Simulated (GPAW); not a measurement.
# LiF (Griceite): dielectric function

What do local fields and a kernel do to the response of LiF (Griceite)?

Program: GPAW 26.7.0. Level of theory: PBE and many-body steps on it, plane waves. Results are calculated unless marked as measured.

**1. Set-up**

The structure is cubic, space group Fm-3m (No. 225). The conventional cell has a = 4.028 Å, b = 4.028 Å, c = 4.028 Å, α = 90.00°, β = 90.00°, γ = 90.00°. Li has 6 F at 2.01 Å nearest. Nearest to F lie 6 Li at 2.01 Å. Farther neighbours and most contacts between anions are not listed.

As a file:

```cif
data_structure
_symmetry_space_group_name_H-M 'Fm-3m'
_symmetry_Int_Tables_number 225
_cell_length_a 4.0280
_cell_length_b 4.0280
_cell_length_c 4.0280
_cell_angle_alpha 90.000
_cell_angle_beta 90.000
_cell_angle_gamma 90.000
_cell_volume 65.35
loop_
_atom_site_label
_atom_site_type_symbol
_atom_site_symmetry_multiplicity
_atom_site_Wyckoff_symbol
_atom_site_fract_x
_atom_site_fract_y
_atom_site_fract_z
_atom_site_occupancy
Li1 Li 4 a 0.00000 0.00000 0.00000 1
F1 F 4 b 0.50000 0.00000 0.00000 1
```

The cell and positions come from the Crystallography Open Database and are kept as given unless a step says otherwise.

**2. Empty states on the mesh, 12×12×12 mesh, 21 bands**

This step: GPAW 26.7.0; DFT, PBE, plane waves, PAW.

The sums over transitions need many empty states on a uniform mesh; this step solves for them.

run.py reads:

```python
import json
import numpy as np
from gpaw.mpi import world
from gpaw import GPAW

calc = GPAW('gs.gpw').fixed_density(kpts={'size': (12, 12, 12), 'gamma': True},
    nbands=27,
    convergence={'bands': 21},
    txt='nscf.txt')
calc.write('full.gpw', mode='all')
res = {}
kpts = calc.get_ibz_k_points()
res['kpts'] = kpts
res['eigenvalues'] = [calc.get_eigenvalues(kpt=k) for k in range(len(kpts))]
res['n_electrons'] = calc.get_number_of_electrons()

if world.rank == 0:
    with open('result.json', 'w') as f:
        json.dump(res, f, default=lambda x: x.tolist())
```

Started as:

```
mpirun -n 4 gpaw python run.py
```

Numbers of over 12 decimals in the logs are rounded to 6 here.

Output:

```text
Diagonalizing LCAO Hamiltonian
Converting LCAO to pw mode
convergence criteria:
- Maximum integral of absolute [eigenst]ate change: 4e-08 eV^2 / valence electron
maximum number of iterations: 100

SCF iterations
|iter     |     time |      energy | eigst |  dens |
|iter:   1|  |             | +3.47 |       |
|iter:   2|  |             | +1.78 |       |
|iter:   3|  |             | -0.59 |       |
|iter:   4|  |             | -2.33 |       |
|iter:   5|  |             | -4.20 |       |
|iter:   6|  |             | -5.71 |       |
|iter:   7|  |             | -7.00 |       |
|iter:   8|  |             | -7.81c|       |
SCF steps: 8
  __  _  _
 | _ |_)|_||  |
 |__||  | ||/\| - 26.7.0

Input parameters:
  mode=PW(ecut=600.0),
  convergence={'bands': 21},
  gpts=array([18, 18, 18]),
  kpts=MonkhorstPack(size=(12, 12, 12), gamma=True),
  maxiter=100,
  nbands=27,
  occupations=Occupations(name='fermi-dirac', width=0.001, fixmagmom=False),
  parallel={},
  xc=XC(name='PBE')
# Writing to full.gpw (mode='all')
  [... matrices ...]

timing:  # [seconds]
  Total: 0.063  # ━━━━━━━━━━━━━━━━━━━━━━━━━━━━━━━━━━━━━━━━━━━━━━━━━━━━━━━━━━━
```

The job ended after 7.1 s (4 MPI ranks of Intel Xeon Platinum 8375C at 2.90GHz (Ice Lake), shared host; peak memory 0.64 GiB).

This step gave:

```
gap                                                           : 9.068 eV
k of the valence top                                          : 0.1667, 0.0833, 0.0833
k of the conduction bottom                                    : 0, 0, 0
least direct gap                                              : 9.070 eV
k points computed                                             : 72
lowest point of the top converged band, above the valence top : 53.8939 eV
```

On this mesh the gap is 9.068 eV.

**3. RPA response**

The response function is computed on a frequency grid, with local fields up to the given cutoff.

This step: linear response, RPA, on PBE, plane waves, PAW.

run.py reads:

```python
import json
import numpy as np
from gpaw.mpi import world
from gpaw.response.df import DielectricFunction

df = DielectricFunction('full.gpw',
    ecut=50,
    nbands=21,
    eta=0.2,
    frequencies={'type': 'nonlinear', 'domega0': 0.05, 'omega2': 10.0},
    intraband=False,
    txt='df.txt')
res = {'optical': {}, 'eels': []}
for d in 'x':
    y0, y = df.get_dielectric_function(direction=d, xc='RPA', filename=None)
    res['optical'][d] = [y0.real, y0.imag, y.real, y.imag]
res['w'] = df.get_frequencies()
for q_c in [[0.0833333333, 0, 0], [0.25, 0, 0], [0.5, 0, 0], [0.75, 0, 0], [1.25, 0, 0]]:
    res['eels'].append(df.get_eels_spectrum(q_c=q_c, xc='RPA', filename=None))

if world.rank == 0:
    with open('result.json', 'w') as f:
        json.dump(res, f, default=lambda x: x.tolist())
```

Started as:

```
mpirun -n 4 gpaw python run.py
```

Output:

```text
Using integrator: PointIntegrator
NonLinearFrequencyDescriptor(from 0.000 to 85.992 eV, 378 points)
Nonperiodic BCs:  [False False False]
Using integrator: PointIntegrator
NonLinearFrequencyDescriptor(from 0.000 to 85.992 eV, 378 points)
Nonperiodic BCs:  [False False False]

Calculating chi0 body with:
    Ground state adapter containing:
    Number of spins: 1
    Number of kpoints: 1728
    Number of irreducible kpoints: 72
    Number of completely occupied states: 4
    Number of partially occupied states: 4
    Occupied states memory: 0.35595703125 M / cpu

    Linear response parametrization:
    q_c: [0.0, 0.0, 0.0]
    Number of frequency points: 378
    Planewave cutoff: 50.0
    Number of bands: 21
    Number of planewaves: 15
    Broadening (eta): 0.2
    comm.size: 4
    kncomm.size: 4
    blockcomm.size: 1

    Memory estimate of potentially large arrays:
        chi0_wGG: 1.297760 M / cpu
Integrating chi0 body.

Symmetries of q_c:
    Direct symmetries (Uq -> q): 48
    Indirect symmetries (TUq -> q): 0
In total 48 allowed symmetries.

  [... matrices ...]
72 groups of equivalent kpoints. 95.833333% reduction.

Integral kind: spectral function

Calculating chi0 optical extensions with:
    Ground state adapter containing:
    Number of spins: 1
    Number of kpoints: 1728
    Number of irreducible kpoints: 72
    Number of completely occupied states: 4
    Number of partially occupied states: 4
    Occupied states memory: 0.35595703125 M / cpu

    Linear response parametrization:
    Number of frequency points: 378
    Planewave cutoff: 50.0
    Number of bands: 21
    Number of planewaves: 15
    Broadening (eta): 0.2
Integrating chi0 head and wings.

Symmetries of q_c:
    Direct symmetries (Uq -> q): 48
    Indirect symmetries (TUq -> q): 0
In total 48 allowed symmetries.

  [... matrices ...]
72 groups of equivalent kpoints. 95.833333% reduction.

Integral kind: spectral function wings

Calculating chi0 body with:
    Ground state adapter containing:
    Number of spins: 1
    Number of kpoints: 1728
    Number of irreducible kpoints: 72
    Number of completely occupied states: 4
    Number of partially occupied states: 4
    Occupied states memory: 0.35595703125 M / cpu

    Linear response parametrization:
    q_c: [0.0833333333, 0.0, 0.0]
    Number of frequency points: 378
    Planewave cutoff: 50.0
    Number of bands: 21
    Number of planewaves: 15
    Broadening (eta): 0.2
    comm.size: 4
    kncomm.size: 4
    blockcomm.size: 1

    Memory estimate of potentially large arrays:
        chi0_wGG: 1.297760 M / cpu
Integrating chi0 body.

Symmetries of q_c:
    Direct symmetries (Uq -> q): 6
    Indirect symmetries (TUq -> q): 0
In total 6 allowed symmetries.

  [... matrices ...]
364 groups of equivalent kpoints. 78.935185% reduction.

Integral kind: spectral function

[... 4 further calls ...]
```

It took 8.9 s on 4 MPI ranks; peak memory 0.79 GiB; 35 s of CPU time.

Numbers from this step:

* ε at zero frequency: 1.935
* the same without local fields: 2.016

The static value is 1.93.

The ε₂ has structure finer than the step of the table below, so its rows give means over 2 eV, whole bins alone (the curve runs from 0 to 39.8 eV). Peaks (eV: height): xx, no local fields 11.4: 2.35, 17.2: 2.12, 19.6: 3.09; xx, local fields 11.4: 2.29, 17.2: 1.73, 21.8: 2.72.

RPA, broadening 0.2 eV. The ε₂ by photon energy; means over each step:

```csv
photon energy (eV),"xx, no local fields","xx, local fields"
2,0.00384,0.00359
4,0.00912,0.00856
6,0.0195,0.0185
8,0.0681,0.0666
10,0.907,0.905
12,1.93,1.86
14,1.02,0.928
16,0.971,0.746
18,1.47,1.16
20,2.66,1.79
22,1.22,1.73
24,0.334,0.352
26,0.341,0.320
28,0.315,0.288
30,0.301,0.272
32,0.289,0.260
34,0.252,0.224
36,0.303,0.217
38,0.472,0.333
```

Optical limit, local fields. The loss function, xx by energy loss; read off at these points:

```csv
energy loss (eV),"loss function, xx"
0.0,0
1.0,4.5e-4
2.0,9.3e-4
3.0,0.00146
4.0,0.00208
5.0,0.00285
6.0,0.00391
7.0,0.00553
8.0,0.00866
9.0,0.0244
10.0,0.0862
11.0,0.150
12.0,0.317
13.0,0.425
13.2,0.467
14.0,0.389
15.0,0.267
16.0,0.158
17.0,0.228
17.8,0.429
18.0,0.352
19.0,0.224
20.0,0.338
21.0,0.379
22.0,0.390
23.0,1.71
23.4,2.51
24.0,1.93
25.0,0.889
26.0,0.731
27.0,0.572
28.0,0.547
29.0,0.432
30.0,0.426
31.0,0.370
32.0,0.341
33.0,0.366
34.0,0.252
35.0,0.283
36.0,0.232
37.0,0.243
38.0,0.336
39.0,0.395
```

The -Im 1/eps(q) has structure finer than the step of the table below, so its rows give means over 2 eV, whole bins alone (the curve runs from 0 to 39.8 eV). Peaks (eV: height): q = 0.225 1/A 13.4: 0.481, 23.4: 2.46; q = 0.675 1/A 23.4: 2.28; q = 1.351 1/A 23.6: 1.55; q = 2.026 1/A 23.6: 0.753, 33.2: 0.305; q = 3.377 1/A 23.8: 0.111.

RPA, local fields; q along the first reciprocal vector. The -Im 1/eps(q) by energy loss; means over each step:

```csv
energy loss (eV),q = 0.225 1/A,q = 0.675 1/A,q = 1.351 1/A,q = 2.026 1/A,q = 3.377 1/A
2,9.2e-4,7.7e-4,4.7e-4,2.6e-4,8.2e-5
4,0.00205,0.00170,0.00100,5.5e-4,1.8e-4
6,0.00387,0.00310,0.00173,9.3e-4,3.1e-4
8,0.00935,0.00621,0.00294,0.00156,5.5e-4
10,0.0786,0.0441,0.00654,0.00542,0.00251
12,0.294,0.208,0.0625,0.0234,0.0147
14,0.403,0.360,0.173,0.0573,0.0277
16,0.199,0.239,0.217,0.0895,0.0230
18,0.308,0.280,0.235,0.159,0.0291
20,0.307,0.285,0.238,0.143,0.0443
22,0.552,0.565,0.452,0.256,0.0599
24,1.78,1.52,0.972,0.533,0.0874
26,0.767,0.565,0.313,0.169,0.0379
28,0.516,0.435,0.245,0.119,0.0321
30,0.427,0.397,0.276,0.158,0.0457
32,0.384,0.416,0.384,0.262,0.0800
34,0.305,0.320,0.326,0.236,0.0844
36,0.251,0.266,0.268,0.226,0.0868
38,0.330,0.320,0.347,0.294,0.113
```

**4. ALDA response**

This step: linear response, ALDA, on PBE, plane waves, PAW.

Changes to run.py since step 3:

```diff
@@ -14,7 +14,7 @@
 for d in 'x':
-    y0, y = df.get_dielectric_function(direction=d, xc='RPA', filename=None)
+    y0, y = df.get_dielectric_function(direction=d, xc='ALDA', filename=None)
     res['optical'][d] = [y0.real, y0.imag, y.real, y.imag]
 res['w'] = df.get_frequencies()
-for q_c in [[0.0833333333, 0, 0], [0.25, 0, 0], [0.5, 0, 0], [0.75, 0, 0], [1.25, 0, 0]]:
-    res['eels'].append(df.get_eels_spectrum(q_c=q_c, xc='RPA', filename=None))
+for q_c in [[0.5, 0, 0]]:
+    res['eels'].append(df.get_eels_spectrum(q_c=q_c, xc='ALDA', filename=None))
```

Started as:

```
mpirun -n 4 gpaw python run.py
```

Output:

```text
Using integrator: PointIntegrator
NonLinearFrequencyDescriptor(from 0.000 to 85.992 eV, 378 points)
Nonperiodic BCs:  [False False False]
Using integrator: PointIntegrator
NonLinearFrequencyDescriptor(from 0.000 to 85.992 eV, 378 points)
Nonperiodic BCs:  [False False False]

Calculating chi0 body with:
    Ground state adapter containing:
    Number of spins: 1
    Number of kpoints: 1728
    Number of irreducible kpoints: 72
    Number of completely occupied states: 4
    Number of partially occupied states: 4
    Occupied states memory: 0.35595703125 M / cpu

    Linear response parametrization:
    q_c: [0.0, 0.0, 0.0]
    Number of frequency points: 378
    Planewave cutoff: 50.0
    Number of bands: 21
    Number of planewaves: 15
    Broadening (eta): 0.2
    comm.size: 4
    kncomm.size: 4
    blockcomm.size: 1

    Memory estimate of potentially large arrays:
        chi0_wGG: 1.297760 M / cpu
Integrating chi0 body.

Symmetries of q_c:
    Direct symmetries (Uq -> q): 48
    Indirect symmetries (TUq -> q): 0
In total 48 allowed symmetries.

  [... matrices ...]
72 groups of equivalent kpoints. 95.833333% reduction.

Integral kind: spectral function

Calculating chi0 optical extensions with:
    Ground state adapter containing:
    Number of spins: 1
    Number of kpoints: 1728
    Number of irreducible kpoints: 72
    Number of completely occupied states: 4
    Number of partially occupied states: 4
    Occupied states memory: 0.35595703125 M / cpu

    Linear response parametrization:
    Number of frequency points: 378
    Planewave cutoff: 50.0
    Number of bands: 21
    Number of planewaves: 15
    Broadening (eta): 0.2
Integrating chi0 head and wings.

Symmetries of q_c:
    Direct symmetries (Uq -> q): 48
    Indirect symmetries (TUq -> q): 0
[...]
RSHE of atom 0
      (l,m)   max weight  avg weight  included
      (0,0)   1.00000000  1.00000000  yes
      (1,-1)  0.00000000  0.00000000  yes
      (1,0)   0.00000000  0.00000000  yes
[...]
In total: 1.0 of the surface norm square is covered on average
      In total: 1.0 of the surface norm square could be covered on average

    RSHE of atom 1
      (l,m)   max weight  avg weight  included
[...]
In total: 1.0 of the surface norm square is covered on average
      In total: 1.0 of the surface norm square could be covered on average

  [... matrices ...]

Calculating chi0 body with:
    Ground state adapter containing:
    Number of spins: 1
    Number of kpoints: 1728
    Number of irreducible kpoints: 72
    Number of completely occupied states: 4
    Number of partially occupied states: 4
    Occupied states memory: 0.35595703125 M / cpu

    Linear response parametrization:
    q_c: [0.5, 0.0, 0.0]
    Number of frequency points: 378
    Planewave cutoff: 50.0
    Number of bands: 21
    Number of planewaves: 14
    Broadening (eta): 0.2
    comm.size: 4
    kncomm.size: 4
    blockcomm.size: 1

    Memory estimate of potentially large arrays:
        chi0_wGG: 1.130493 M / cpu
Integrating chi0 body.

Symmetries of q_c:
    Direct symmetries (Uq -> q): 12
    Indirect symmetries (TUq -> q): 0
In total 12 allowed symmetries.

  [... matrices ...]
189 groups of equivalent kpoints. 89.0625% reduction.

Integral kind: spectral function

Calculating ALDA kernel
Calculating f(G)
    Calculating PAW corrections

    RSHE of atom 0
      (l,m)   max weight  avg weight  included
[...]
In total: 1.0 of the surface norm square is covered on average
      In total: 1.0 of the surface norm square could be covered on average

    RSHE of atom 1
      (l,m)   max weight  avg weight  included
[...]
(4,1)   0.00000000  0.00000000  yes
      (4,2)   0.00000000  0.00000000  yes
[... further lines of this kind ...]
      In total: 1.0 of the surface norm square is covered on average
      In total: 1.0 of the surface norm square could be covered on average
```

Run time: 4.8 s. Hardware: 4 MPI ranks; peak memory 0.82 GiB.

Numbers from this step:

| Property | Result |
| --- | --- |
| ε at zero frequency | 1.973 |
| the same without local fields | 2.016 |

The static value is 1.97.

The ε₂ has structure finer than the step of the table below, so its rows give means over 2 eV, whole bins alone (the curve runs from 0 to 39.8 eV). Peaks (eV: height): xx, no local fields 11.4: 2.35, 17.2: 2.12, 19.6: 3.09; xx, local fields 11.4: 2.32, 17.2: 1.86, 21.0: 2.68.

ALDA, broadening 0.2 eV. Table of ε₂ by photon energy; means over each step:

```csv
photon energy (eV),"xx, no local fields","xx, local fields"
2,0.00384,0.00371
4,0.00912,0.00882
6,0.0195,0.0190
8,0.0681,0.0673
10,0.907,0.906
12,1.93,1.89
14,1.02,0.969
16,0.971,0.852
18,1.47,1.25
20,2.66,2.29
22,1.22,1.42
24,0.334,0.353
26,0.341,0.342
28,0.315,0.307
30,0.301,0.288
32,0.289,0.274
34,0.252,0.237
36,0.303,0.252
38,0.472,0.408
```

[end of part 1 of 2]

[Paths, hosts, dates, memory and timing lines, banners, echoed tables and standing remarks are left out of the program output.]

[Logs are printed without paths, hosts, clocks, repeated set-up lines and the standing remarks that a program may print on its own settings, such as how far it seeks lower states.]

[Runs of the session that timed out or met a known fault of the program may be left out.]

[Hosts, paths, dates, database ids (printed as entryN), source tags and the programs' standing remarks are cut or masked in the printed files.]
